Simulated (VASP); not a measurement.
Wanted: the native input for a VASP 6.6.1 run.

```
Task                   : relaxation of cell and atoms
Functional             : PBE
Potentials or basis    : VASP PAW PBE potentials, release 64 (Ga_d, O)
Cutoff                 : 600 eV
k mesh                 : 8 × 8 × 8
Occupations            : gaussian, width 0.1 eV
Spin                   : no spin polarisation
Dipole correction      : no
Further INCAR settings : ALGO = Fast; EDIFF = 1e-07; IBRION = 2; EDIFFG = -0.05; NSW = 100; ISIF = 3
```

The structure of Ga2O lies in POSCAR:

```
Ga2O
1.0
    0.0000000000      2.5029350649      2.5029350649
    2.5029350649      0.0000000000      2.5029350649
    2.5029350649      2.5029350649      0.0000000000
Ga O
2 1
Direct
    0.2500000000      0.2500000000      0.2500000000
    0.7500000000      0.7500000000      0.7500000000
    0.0000000000      0.0000000000      0.0000000000
```

The cell comes from a database or a generator and needn't be the stable form of this composition.

These files were run (other wordings do the same):

INCAR

```
SYSTEM = Ga2O
PREC = Accurate
ENCUT = 600
EDIFF = 1E-7
ISMEAR = 0
SIGMA = 0.1
LREAL = .FALSE.
LASPH = .TRUE.
NELM = 100
ALGO = Fast
ISIF = 3
LWAVE = .FALSE.
LCHARG = .FALSE.
GGA = PE
IBRION = 2
NSW = 100
EDIFFG = -0.05
```

KPOINTS

```
Automatic mesh
0
G
  8 8 8
  0 0 0
```

Potentials or basis: VASP PAW PBE potentials, release 64 (Ga_d, O).

Launch:

```sh
$ cat potpaw_PBE.64/Ga_d/POTCAR potpaw_PBE.64/O/POTCAR > POTCAR
$ mpirun -np 1 vasp_std > vasp.out
```

Results of the run:

| Item | Value |
| --- | --- |
| Relaxed volume | 17.38 Å³/atom |
| Relaxed cell | a = 4.194 Å, b = 4.194 Å, c = 4.194 Å, α = 60.00°, β = 60.00°, γ = 60.00° |
| Space group after relaxing (to 0.05 Å) | Fm-3m (No. 225) |
| Energy gained by relaxing | 1119.2 meV/atom |
| Ionic steps | 4 |
| Pressure after relaxing | -0.2 GPa |
| Band gap on the k mesh | none (metal or under the smearing width) |

Caveat: the volume moved by over 15 % at a fixed basis, so the end points are rough.

Wall time 74 s on 1 thread of Intel(R) Xeon(R) Platinum 8488C (Sapphire Rapids), on a shared host, peak memory 0.17 GiB.
